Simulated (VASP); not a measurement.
A run of VASP 6.6.1 is set up as follows.

INCAR

```
SYSTEM = Ca
PREC = Accurate
ENCUT = 520
EDIFF = 1E-6
ISMEAR = -1
SIGMA = 0.1
LREAL = .False.
LASPH = .True.
NELM = 100
ALGO = Fast
ISIF = 2
LWAVE = .False.
LCHARG = .True.
GGA = PS
LELF = .True.
LVHAR = .True.
NBANDS = 11
```

File KPOINTS:

```
Automatic mesh
0
Gamma
  10 10 10
  0 0 0
```

File POSCAR:

```
Ca
1.0
    3.4216157133      0.0000000000      0.0000000000
    0.0000000000      3.4216157133      0.0000000000
    0.0000000000      0.0000000000      3.4216157133
Ca
1
Direct
    0.0000000000      0.0000000000      0.0000000000
```

Potentials or basis: VASP PAW PBE potentials, release 64 (Ca_sv).

Run with:

```bash
$ cat potpaw_PBE.64/Ca_sv/POTCAR > POTCAR
$ mpirun -np 1 vasp_std > vasp.out
```

(1) Predict the band gap on the k mesh.

(2) Predict the pressure.

Results:

(1) none (metal or under the smearing width).

(2) 0.4 GPa.

Caveat: the PAW data sets were made with another functional, which shifts forces and pressure a little.
